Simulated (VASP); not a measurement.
# Ge (Fd-3m) in VASP: further runs

The runs below take Ge through phonons, with PBEsol.

All numbers are computed with VASP 6.6.1; they aren't measurements. Logs are shortened: lines on timing, memory, paths and dates and some standing lists are left out, and cuts for length are marked.

## 1. The crystal as given

Symmetry: Fd-3m, No. 227, cubic system. Conventional cell: a = 5.658 Å, b = 5.658 Å, c = 5.658 Å, α = 90.00°, β = 90.00°, γ = 90.00°. Ge (site symmetry -43m) is surrounded by 4 Ge at 2.45 Å.

The cell was built by a generator and needn't be a form met in nature.

## 2. Phonons, PBEsol

The input, POSCAR:

```
Ge
1.0
    0.0000000000      2.8290000000      2.8290000000
    2.8290000000      0.0000000000      2.8290000000
    2.8290000000      2.8290000000      0.0000000000
Ge
2
Direct
    0.0000000000      0.0000000000      0.0000000000
    0.2500000000      0.2500000000      0.2500000000
```

The input, INCAR.step1:

```
PREC     = Accurate       # precision mode
ENCUT    = 600            # plane-wave cutoff, eV
EDIFF    = 1E-8           # SCF threshold, eV
ISMEAR   = -1             # smearing method
SIGMA    = 0.03           # smearing width, eV
LREAL    = F              # projectors in reciprocal space
LASPH    = T              # aspherical terms in the spheres
NELM     = 80             # most SCF steps
ALGO     = Normal         # electronic algorithm
ISIF     = 3              # what is computed and relaxed
LWAVE    = F              # write WAVECAR
LCHARG   = F              # write CHGCAR
GGA      = PS             # functional
NELECT   = 27.95155     
IBRION   = 2              # ionic algorithm
NSW      = 40             # ionic steps
EDIFFG   = -0.002         # ionic threshold
```

The input, INCAR.step2:

```
PREC     = Accurate       # precision mode
ENCUT    = 600            # plane-wave cutoff, eV
EDIFF    = 1E-8           # SCF threshold, eV
ISMEAR   = -1             # smearing method
SIGMA    = 0.03           # smearing width, eV
LREAL    = F              # projectors in reciprocal space
LASPH    = T              # aspherical terms in the spheres
NELM     = 80             # most SCF steps
ALGO     = Normal         # electronic algorithm
ISIF     = 2              # what is computed and relaxed
LWAVE    = F              # write WAVECAR
LCHARG   = F              # write CHGCAR
GGA      = PS             # functional
NELECT   = 27.95155     
IBRION   = 8              # ionic algorithm
NSW      = 1              # ionic steps
```

The input, KPOINTS:

```
regular mesh
0
Gamma
  24 24 24
```

Potentials or basis: VASP PAW PBE potentials, release 64 (Ge_d).

On the command line:

```
$ cat potpaw_PBE.64/Ge_d/POTCAR > POTCAR
$ cp INCAR.step1 INCAR
$ mpirun -np 1 vasp_std > vasp.out
$ cp CONTCAR POSCAR
$ cp INCAR.step2 INCAR
$ mpirun -np 1 vasp_std > vasp.out
```

OUTCAR:

```text
PREC = Accurate
   ENCUT = 600
   EDIFF = 1E-8
   ISMEAR = -1
   LREAL = F
   LASPH = T
   NELM = 80
   ISIF = 2
   GGA = PS
   NELECT = 27.95155
   IBRION = 8
   NSW = 1

 ion  position               nearest neighbor table
   1  0.000  0.000  0.000-   2 2.44   2 2.44   2 2.44   2 2.44
   2  0.250  0.250  0.250-   1 2.44   1 2.44   1 2.44   1 2.44

  LATTYP: Found a face centered cubic cell.
 ALAT       =     5.6301357298

  Lattice vectors:

 A1 = (   0.0000000000,   2.8150678649,   2.8150678649)
 A2 = (   2.8150678649,   0.0000000000,   2.8150678649)
 A3 = (   2.8150678649,   2.8150678649,   0.0000000000)

Analysis of symmetry for initial positions (statically):
=====================================================================
 Subroutine PRICEL returns:
 Original cell was already a primitive cell.

 Routine SETGRP: Setting up the symmetry group for a
 face centered cubic supercell.

 Subroutine GETGRP returns: Found 48 space group operations
 (whereof 24 operations were pure point group operations)
 out of a pool of 48 trial point group operations.

The static configuration has the point symmetry T_d .
 The point group associated with its full space group is O_h .

Analysis of symmetry for dynamics (positions and initial velocities):
=====================================================================
 Subroutine PRICEL returns:
 Original cell was already a primitive cell.

 Routine SETGRP: Setting up the symmetry group for a
 face centered cubic supercell.

 Subroutine GETGRP returns: Found 48 space group operations
 (whereof 24 operations were pure point group operations)
 out of a pool of 48 trial point group operations.

The dynamic configuration has the point symmetry T_d .
 The point group associated with its full space group is O_h .

 Subroutine INISYM returns: Found 48 space group operations
 (whereof 24 operations are pure point group operations),
 and found     1 'primitive' translations

----------------------------------------------------------------------------------------

                                     Primitive cell

  volume of cell :      44.6166

  direct lattice vectors                    reciprocal lattice vectors
     0.000000000  2.815067865  2.815067865    -0.177615611  0.177615611  0.177615611
     2.815067865  0.000000000  2.815067865     0.177615611 -0.177615611  0.177615611
     2.815067865  2.815067865  0.000000000     0.177615611  0.177615611 -0.177615611

  length of vectors
     3.981107154  3.981107154  3.981107154     0.307639263  0.307639263  0.307639263

  position of ions in fractional coordinates (direct lattice)
     0.000000000  0.000000000  0.000000000
     0.250000000  0.250000000  0.250000000

  ion indices of the primitive-cell ions
   primitive index   ion index
                 1           1
                 2           2

----------------------------------------------------------------------------------------

 KPOINTS: regular mesh

Automatic generation of k-mesh.
 Grid dimensions read from file:
 generate k-points for:   24   24   24

 Generating k-lattice:

  Cartesian coordinates                     Fractional coordinates (reciprocal lattice)
    -0.007400650  0.007400650  0.007400650     0.041666667  0.000000000  0.000000000
     0.007400650 -0.007400650  0.007400650     0.000000000  0.041666667  0.000000000
[... 71 lines left out ...]
   EMIN   =  10.00;   EMAX   =-10.00  energy-range for DOS
   EFERMI =   0.00;   METHOD = LEGACY
   ISMEAR =    -1;   SIGMA  =   0.03  broadening in eV -4-tet -1-fermi 0-gaus
   EFERMI_NEDOS =   21; number of points for ismear=-14 and -15
   IALGO  =     38    algorithm
   IMIX   =      4    mixing-type and parameters
     AMIX     =   0.40;   BMIX     =  1.00
     AMIX_MAG =   1.60;   BMIX_MAG =  1.00
  volume/ion in A,a.u.               =      22.31       150.54
  Fermi-wavevector in a.u.,A,eV,Ry     =   1.400806  2.647139 26.698125  1.962257
  Thomas-Fermi vector in A             =   2.523730
   LORBIT       =      0    0 simple, 1 ext, 2 COOP (PROOUT), +10 PAW based schemes
   GGA     = PS    functional components
   LHFCALC =     F    Hartree Fock is set to
   AEXX    =    0.0000 exact exchange contribution
   IVDW    =     0    specifies the selected vdW correction
   LEPSILON=     F    determine dielectric tensor
   LRPA    =     F    only Hartree local field effects (RPA)
 non-spin polarized calculation
  energy-cutoff  :      600.00
  volume of cell :       44.62
 maximum number of plane-waves:      1524
   NGX = 15   NGY = 15   NGZ = 15

--------------------------------------- Ionic step        1  -------------------------------------------

 number of electron      27.9515498 magnetization

 Free energy of the ion-electron system (eV)
  ---------------------------------------------------
  ext. energy  EPLUGINS =         0.00000000
  ---------------------------------------------------
  free energy    TOTEN  =       -10.09958559 eV

  energy without entropy =      -10.09905330  energy(sigma->0) =      -10.09931944

 E-fermi :   4.5789     XC(G=0): -10.1811

 val. band max:        4.5621437935   @ k =  -0.0833   0.1250   0.0417
 cond. band min:       4.6095765491   @ k =  -0.1250   0.1250   0.0000
 fundamental gap:      0.0474327555
 Fermi energy:         4.5789126283

 k-point     1 :       0.0000    0.0000    0.0000
  band No.  band energies     occupation
      1     -19.8090      2.00000
      2     -19.8090      2.00000
      3     -19.8090      2.00000
      4     -19.7708      2.00000
      5     -19.7708      2.00000
      6     -19.5510      2.00000
[... 481 lines left out ...]
      5     -19.7254      2.00000
      6     -19.5897      2.00000
[... 10 lines left out ...]
     17       8.8717      0.00000
     18      12.1395      0.00000

 [... further k-points ...]

------------------------ aborting loop because EDIFF is reached ----------------------------------------

  FORCE on cell =-STRESS in cart. coord.  units (eV):
  Direction    XX          YY          ZZ          XY          YZ          ZX
  --------------------------------------------------------------------------------------
  -------------------------------------------------------------------------------------
  Total        0.0017461      0.0017461      0.0017461     -0.0000000      0.0000000     -0.0000000
  in kB        0.0627008      0.0627008      0.0627008     -0.0000000      0.0000000     -0.0000000
  external PRESSURE =       0.0627008 kB  Pullay stress =       0.0000000 kB

 VOLUME and BASIS-vectors are now :
 -----------------------------------------------------------------------------
  energy-cutoff  :      600.00
  volume of cell :       44.62
      direct lattice vectors                 reciprocal lattice vectors
     0.000000000  2.815067865  2.815067865    -0.177615611  0.177615611  0.177615611
     2.815067865  0.000000000  2.815067865     0.177615611 -0.177615611  0.177615611
     2.815067865  2.815067865  0.000000000     0.177615611  0.177615611 -0.177615611

 POSITION                                       TOTAL-FORCE (eV/Angst)
 -----------------------------------------------------------------------------------
      0.00000      0.00000      0.00000        -0.000000     -0.000000     -0.000000
      1.40753      1.40753      1.40753         0.000000      0.000000      0.000000
 -----------------------------------------------------------------------------------
    total drift:                               -0.000000      0.000000      0.000000

  FREE ENERGIE OF THE ION-ELECTRON SYSTEM (eV)
  ---------------------------------------------------
  free  energy   TOTEN  =       -10.0995855864 eV

  energy  without entropy=      -10.0990532978  energy(sigma->0) =      -10.09931944

[... ionic steps 2 to 3 ...]

--------------------------------------- Ionic step        4  -------------------------------------------

 Free energy of the ion-electron system (eV)
  ---------------------------------------------------
  ---------------------------------------------------
  free energy    TOTEN  =        -0.19395946 eV

  energy without entropy =       -0.19395946

------------------------ aborting loop because EDIFF is reached ----------------------------------------

 INTERNAL STRAIN TENSOR  FOR ION    1  DIRECTION 1   (eV/Angst):
 -----------------------------------------------------------------------------
    -0.00268  0.00000 -0.00000
     0.00000  0.00171  9.13174
    -0.00000  9.13174  0.00171

 INTERNAL STRAIN TENSOR FOR ION    2 for displacements in x,y,z  (eV/Angst):
          X           Y           Z          XY          YZ          ZX
  --------------------------------------------------------------------------------
  x     0.00000     0.00000     0.00000    -0.00000    -9.13174     0.00000
  y     0.00000    -0.00000     0.00000     0.00000    -0.00000    -9.13174
  z     0.00000     0.00000     0.00000    -9.13174     0.00000    -0.00000

 SECOND DERIVATIVES (NOT SYMMETRIZED)
 ------------------------------------
               1X          1Y          1Z          2X          2Y          2Z
  1X   -10.179167    0.000000    0.000000   10.179167    0.000000    0.000000
  1Y     0.000000  -10.179167    0.000000    0.000000   10.179167    0.000000
  1Z     0.000000    0.000000  -10.179167    0.000000    0.000000   10.179167
  2X    10.179167    0.000000    0.000000  -10.179167    0.000000    0.000000
  2Y     0.000000   10.179167    0.000000    0.000000  -10.179167    0.000000
  2Z     0.000000    0.000000   10.179167    0.000000    0.000000  -10.179167

 Eigenvectors and eigenvalues of the dynamical matrix
 ----------------------------------------------------

   1 f  =    8.277966 THz    52.011992 2PiTHz  276.123210 cm-1    34.234899 meV
             X         Y         Z           dx          dy          dz
      0.000000  0.000000  0.000000     0.000000   -0.707107    0.000000
      1.407534  1.407534  1.407534     0.000000    0.707107    0.000000
[... 21 lines left out ...]
   6 f  =    0.000000 THz     0.000000 2PiTHz    0.000000 cm-1     0.000000 meV
             X         Y         Z           dx          dy          dz
      0.000000  0.000000  0.000000     0.000000    0.000000    0.707107
      1.407534  1.407534  1.407534     0.000000    0.000000    0.707107

--------------------------------------------------------------------------------------------------------

 ELASTIC MODULI CONTR FROM IONIC RELAXATION (kBar)
 Direction    XX          YY          ZZ          XY          YZ          ZX
 --------------------------------------------------------------------------------
 XX          -0.0000      0.0000      0.0000      0.0000      0.0000     -0.0000
 YY           0.0000     -0.0000      0.0000      0.0000     -0.0000     -0.0000
 ZZ           0.0000      0.0000     -0.0000      0.0000     -0.0000      0.0000
 XY           0.0000      0.0000      0.0000   -294.1773     -0.0000     -0.0000
 YZ           0.0000     -0.0000     -0.0000     -0.0000   -294.1773     -0.0000
 ZX          -0.0000     -0.0000      0.0000     -0.0000     -0.0000   -294.1773
 --------------------------------------------------------------------------------
```

Run time: 46 min. Hardware: 1 thread of Intel Xeon Platinum 8488C (Sapphire Rapids), shared host; peak memory 3.2 GiB.

Results:

```
Relaxed volume                         : 22.31 Å³/atom
Relaxed cell                           : a = 3.981 Å, b = 3.981 Å, c = 3.981 Å, α = 60.00°, β = 60.00°, γ = 60.00°
Space group after relaxing (to 0.05 Å) : Fd-3m (No. 227)
Highest phonon frequency at Γ          : 276 cm⁻¹
```

Step by step:
```tsv
step	energy change (eV)	largest force (eV/Å)	pressure (GPa)	volume (Å³)
1	0.0000	0.0000	-1.03	45.28
2	-0.0018	0.0000	0.46	44.34
3	-0.0022	0.0000	0.01	44.62
```

Final structure:
```cif
data_structure
_symmetry_space_group_name_H-M 'P 1'
_symmetry_Int_Tables_number 1
_cell_length_a 3.9811
_cell_length_b 3.9811
_cell_length_c 3.9811
_cell_angle_alpha 60.000
_cell_angle_beta 60.000
_cell_angle_gamma 60.000
_cell_volume 44.62
loop_
_atom_site_label
_atom_site_type_symbol
_atom_site_fract_x
_atom_site_fract_y
_atom_site_fract_z
_atom_site_occupancy
Ge1 Ge 0.00000 0.00000 0.00000 1
Ge2 Ge 0.25000 0.25000 0.25000 1
```

Phonon frequencies in cm⁻¹ (negative: imaginary):
```
              q point        frequencies
(0.000, 0.000, 0.000)  0 0 0 276 276 276
```

Caveat: the cell is charged against a uniform background, so pressure and absolute levels hang on convention; the PAW data sets were made with another functional, which shifts forces and pressure a little.

(Part 1 of 2 ends here.)
